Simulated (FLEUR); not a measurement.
## FeO (Wuestite): equation of state with LDA

FeO (Wuestite):

```
Fe O
1.0
     0.00000    2.15540    2.15540
     2.15540    0.00000    2.15540
     2.15540    2.15540    0.00000
Fe O
1 1
Direct
  0.00000 0.00000 0.00000
  0.50000 0.50000 0.50000
```

```json
{
  "Program": "FLEUR MaX-R8.1 (later development tree)",
  "Task": "equation of state",
  "Functional": "LDA",
  "Potentials or basis": "all-electron",
  "Basis": "FLAPW",
  "Kmax": "4.73 1/bohr",
  "k mesh": "11 × 11 × 11",
  "Occupations": "fermi-dirac, width 0.05 eV",
  "Spin": "collinear spin, program default start"
}
```

The equilibrium volume is 9.20 Å³/atom (rough: see the caveat) and the bulk modulus is 221 GPa (rough).

Energy against volume, from the lowest point:
```csv
volume (Å³/atom),energy (meV/atom)
9.413,0.00
9.613,8.57
10.013,39.65
10.414,86.23
10.614,114.37
```

Caveat: the minimum lies outside the volumes run.
